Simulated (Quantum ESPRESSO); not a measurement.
Set up this calculation in Quantum ESPRESSO 7.5, as the native input.

```
Task                : single point
Functional          : PBE
Potentials or basis : SSSP 1.3 efficiency PBE
Cutoff              : 952 eV
Density cutoff      : 7619 eV
k mesh              : 11 × 11 × 11
Occupations         : fermi-dirac, width 0.05 eV
Spin                : no spin polarisation
Mixing beta         : 0.5
Most SCF iterations : 120
SCF threshold       : 4e-10 Ry
```

Crystal: GaN.

```
CELL_PARAMETERS angstrom
0.00000 2.13524 2.13524
2.13524 0.00000 2.13524
2.13524 2.13524 0.00000
ATOMIC_POSITIONS crystal
Ga 0.00000 0.00000 0.00000
N 0.50000 0.50000 0.50000
```

Measurements of this composition are mostly on another form, of space group No. 186.

These files were run (other wordings do the same):

pw.in

```
&CONTROL
  calculation = 'scf'
  prefix = 'pwscf'
  outdir = './tmp'
  pseudo_dir = './pseudo'
  tprnfor = .true.
  tstress = .true.
  disk_io = 'nowf'
/
&SYSTEM
  ibrav = 0
  nat = 2
  ntyp = 2
  ecutwfc = 70
  ecutrho = 560
  nbnd = 15
  occupations = 'smearing'
  smearing = 'fd'
  degauss = 0.00367493
/
&ELECTRONS
  conv_thr = 4d-10
  electron_maxstep = 120
  mixing_beta = 0.5
/
ATOMIC_SPECIES
Ga    69.7230 Ga.pbe-dn-kjpaw_psl.1.0.0.UPF
N     14.0070 N.pbe-n-radius_5.UPF
CELL_PARAMETERS angstrom
   0.0000000000    2.1352350000    2.1352350000
   2.1352350000    0.0000000000    2.1352350000
   2.1352350000    2.1352350000    0.0000000000
ATOMIC_POSITIONS crystal
Ga     0.0000000000    0.0000000000    0.0000000000
N      0.5000000000    0.5000000000    0.5000000000
K_POINTS automatic
11 11 11 0 0 0
```

Potentials or basis: SSSP 1.3 efficiency PBE.

Command:

```console
$ OMP_NUM_THREADS=1 pw.x -in pw.in > pw.out
```

It gave:

```
Pressure               : -0.7 GPa
Band gap on the k mesh : 0.54 eV, indirect (least direct gap 2.36 eV)
```

Caveat: an odd mesh through Γ misses points on the zone boundary, where band edges often lie.

Wall time 19 s on 1 thread of AMD EPYC 9R45 96-Core Processor (Zen 5) (shared host), peak memory 0.17 GiB.
